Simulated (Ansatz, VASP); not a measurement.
**Two plane-wave programs on MgO**

Contents of INCAR:

```
SYSTEM = MgO
PREC = Accurate ; ENCUT = 520
EDIFF = 1E-6 ; ISMEAR = 0
SIGMA = 0.05 ; LREAL = .False.
LASPH = .True. ; NELM = 80
ALGO = Normal ; ISIF = 2
LWAVE = .False. ; LCHARG = .False.
GGA = PS ; NBANDS = 16
```

The input KPOINTS:

```
regular mesh
0
Gamma
  9 9 6
  0 0 0
```

The input POSCAR:

```
MgO
1.0
    3.4131635912      0.0000000000      0.0000000000
   -1.7065817956      2.9558863772      0.0000000000
    0.0000000000      0.0000000000      4.3906063377
Mg O
2 2
Direct
    0.6666666667      0.3333333333      0.7500000000
    0.3333333333      0.6666666667      0.2500000000
    0.6666666667      0.3333333333      0.2500000000
    0.3333333333      0.6666666667      0.7500000000
```

Input for Ansatz:

```yaml
crystal:
  lattice:
    - [3.4131635912, 0.0, 0.0]
    - [-1.7065817956, 2.9558863772, 0.0]
    - [0.0, 0.0, 4.3906063377]
  atoms:
    - { symbol: Mg, position: [0.6666666667, 0.3333333333, 0.75] }
    - { symbol: Mg, position: [0.3333333333, 0.6666666667, 0.25] }
    - { symbol: O, position: [0.6666666667, 0.3333333333, 0.25] }
    - { symbol: O, position: [0.3333333333, 0.6666666667, 0.75] }
basis:
  ecutwfc: 520.0
kpoints:
  mp_grid: { grid: [9, 9, 6] }
hamiltonian:
  xc: pbesol
  pseudopotentials: { kind: paw, azcp: { folder: soft_1 } }
scf:
  occupations: { method: gaussian, width: 0.05 }
output:
  forces: true
  stress: true
  eigenvalues: true
  write_density: true
  write_potential: true
  elf: true
  volumetric_format: npy
```

Change from the starting cell: mode 5 frozen in at +0.000 Å, strain +e along z and -e/2 along x and y +0.0467.

Alike in both runs: task single point; functional PBEsol; k mesh 9 × 9 × 6; occupations gaussian, width 0.05 eV; no spin polarisation.

|  | VASP | Ansatz |
| --- | --- | --- |
| version | VASP 6.6.1 | Ansatz 0.2.0 |
| potentials or method | VASP PAW PBE potentials, release 64 (Mg, O) | scalar-relativistic, plane waves, PAW |
| plane-wave cutoff (eV) | 520 | 520 |
| valence electrons in the cell | 16 | 32 |

```csv
,VASP,Ansatz,Ansatz less VASP
gap on the k mesh at the Fermi level (eV),3.20,3.21,+0.009
least direct gap on the mesh (eV),3.20,3.21,+0.009
pressure (GPa),0.7,1.0,+0.36
largest component of the traceless stress (GPa),7.32,7.19,-0.135
```

The two sets of potentials don't hold the same shells in valence. Ansatz warned: «pseudo_functional_mismatch».

Caveats: the PAW data sets were made with another functional, which shifts forces and pressure a little (VASP).
